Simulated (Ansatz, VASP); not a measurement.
# Two plane-wave programs on GaN

```
Ga N
1.0
     3.22185    0.00000    0.00000
    -1.61092    2.79020    0.00000
     0.00000    0.00000    5.23398
Ga N
2 2
Direct
  0.33333 0.66667 0.00394
  0.66667 0.33333 0.50394
  0.33333 0.66667 0.38106
  0.66667 0.33333 0.88106
```

Change from the starting cell: volume scaled by 1.04, ions relaxed.

Alike in both runs: functional PBE; k mesh 11 × 11 × 6; occupations fermi-dirac, width 0.02 eV; no spin polarisation.

Ansatz relaxed the structure, and its values are those at the end. VASP's run is a single point on that final structure, the one shown.

|  | VASP | Ansatz |
| --- | --- | --- |
| version | VASP 6.6.1 | Ansatz 0.2.0 |
| potentials or method | VASP PAW PBE potentials, release 64 (Ga_d, N) | plane-wave PAW, scalar-relativistic |
| plane-wave cutoff (eV) | 520 | 420 |
| valence electrons in the cell | 36 | 36 |

|  | VASP | Ansatz | Ansatz less VASP |
| --- | --- | --- | --- |
| gap on the k mesh at the Fermi level (eV) | 1.72 | 1.72 | -0.006 |
| pressure (GPa) | 0.1 | -0.1 | -0.13 |

Ansatz warned: «stress_scf_threshold_loose».
